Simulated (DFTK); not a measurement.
**Tl under changes of volume**

One of the cells (28.575 Å³/atom); the others are scaled copies at fixed shape and fractional positions:

```xyz
2
Lattice="3.4560 0.0000 0.0000 -1.7280 2.9930 0.0000 0.0000 0.0000 5.5250" Properties=species:S:1:pos:R:3 pbc="T T T"
Tl    1.7280    0.9977    4.1438
Tl    0.0000    1.9953    1.3813
```

```yaml
Program: DFTK 0.8.2
Functional: PBE
Potentials_or_basis: dojo.nc.sr.pbe.v0_4_1.standard.upf (PBE)
Cutoff: 1007 eV
k_mesh: 9 × 9 × 5
Occupations: fermi-dirac, width 0.05 eV
Spin: no spin polarisation
```

| volume (Å³/atom) | energy over the lowest point (meV/atom) | pressure (GPa) |
| --- | --- | --- |
| 26.860 | 75.31 | 6.5 |
| 27.432 | 54.23 | 5.3 |
| 28.003 | 37.10 | 4.3 |
| 28.575 | 23.47 | 3.4 |
| 29.146 | ? | ? |
| 29.718 | 5.25 | 1.8 |
| 30.289 | 0.00 | 1.2 |

Problem. What does the run at 29.146 Å³/atom give?

Solution. Energy over the lowest point 12.97 meV/atom; pressure 2.5 GPa.

Worked out: A Birch-Murnaghan fit of order 3 (a polynomial in V^(-2/3)) to the other rows has no minimum within the range. It gives 12.98 meV/atom at 29.146 Å³/atom, against the run's 12.97, and -dE/dV = 2.5 GPa, against 2.5.

Energies are extrapolated to zero smearing.

Caveats: the minimum lies outside the volumes run.
